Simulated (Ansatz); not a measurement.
Set up this calculation in Ansatz 0.2.0, as the native input.

```yaml
Task: band structure
Functional: r2SCAN
Potentials_or_basis: Ansatz PAW
Cutoff: "500 eV (not typed: the program's choice for these potentials)"
k_mesh: 9 × 9 × 9
Occupations: fermi-dirac, width 0.05 eV
Spin: spin-orbit coupling, no magnetisation
Path: "[[\"X\", \"G\", \"Y\"], [\"L\", \"G\", \"Z\"], [\"N\", \"G\", \"M\"], [\"R\", \"G\"]]"
Points_for_each_segment_of_the_path: 14
```

Pb:

```xyz
1
Lattice="0.0193 2.4629 2.4528 2.5029 -0.0067 2.4789 2.4813 2.4674 0.0148" Properties=species:S:1:pos:R:3 pbc="T T T"
Pb    0.0000    0.0000    0.0000
```

The cell isn't the ideal one: cell sheared at random, sigma 0.01, atoms nudged by 0.01 Å.

These files were run (other wordings do the same):

input.yaml

```yaml
crystal:
  lattice:
    - [0.01933363, 2.46286993, 2.45281136]
    - [2.50285714, -0.00674656, 2.47889155]
    - [2.4813249, 2.46741788, 0.01478568]
  atoms:
    - { symbol: Pb, position: [0.0, 0.0, 0.0] }
hamiltonian:
  xc: r2scan
  pseudopotentials: { kind: paw_fr }
magnetization:
  noncollinear: true
  spin_orbit: true
kpoints:
  mp_grid: { grid: [9, 9, 9] }
  band_path:
    path:
      - [[0.0, -0.5, 0.0], [0.0, 0.0, 0.0], [0.5, 0.5, 0.5]]
      - [[0.5, 0.0, 0.5], [0.0, 0.0, 0.0], [-0.5, 0.0, 0.0]]
      - [[-0.5, -0.5, 0.0], [0.0, 0.0, 0.0], [0.0, 0.5, 0.5]]
      - [[0.0, 0.0, 0.5], [0.0, 0.0, 0.0]]
    npoints: 14
scf:
  occupations: { method: fermi_dirac, width: 0.05 }
  n_extra_bands: 6
output:
  forces: true
  stress: true
  eigenvalues: true
  fatbands: false
  write_density: true
  write_potential: true
  elf: true
  volumetric_format: npy
```

Potentials or basis: Ansatz PAW.

Launch:

```console
$ ansatz run input.yaml --threads 2 --pin off --max-ram 5632MiB --backend cpu --events-out ev --progress --plain --runs-dir out
```

It gave:

```
Pressure               : 1.5 GPa
Band gap on the k mesh : none (metal or under the smearing width)
```

Caveat: the PAW data sets come from PBE, with cores solved anew for the run's functional, which leaves a small shift of forces and pressure.

Wall time 67 s on 2 threads of Arm Neoverse V2, on a shared host, peak memory 0.81 GiB.
